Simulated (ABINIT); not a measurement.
In in ABINIT: the effect of functional

Crystal: In.

```
In
1.0
    -1.62547    1.62547    2.47370
     1.62547   -1.62547    2.47370
     1.62547    1.62547   -2.47370
In
1
Direct
  0.00000 0.00000 0.00000
```

Alike in all runs:

* Program: ABINIT 10.8.3 (patched build)
* Task: band structure
* Potentials or basis: JTH PAW PBE v2.0
* Cutoff: 707 eV
* k mesh: 11 × 11 × 11
* Occupations: fermi-dirac, width 0.05 eV
* Spin: no spin polarisation

```csv
functional,pressure (GPa)
LDA,?
PBEsol,-1.6
RPBE,3.1
BLYP,5.7
AM05,-1.4
r2SCAN,-0.2
SCAN,-0.3
revPBE,2.7
PW91,1.4
WC,-1.4
```

Problem. What does the run with functional LDA give?

Solution. Pressure -3.2 GPa.

Caveats: the PAW data sets were made with another functional, which shifts forces and pressure a little.

Runs at the PBE level aren't shown here.
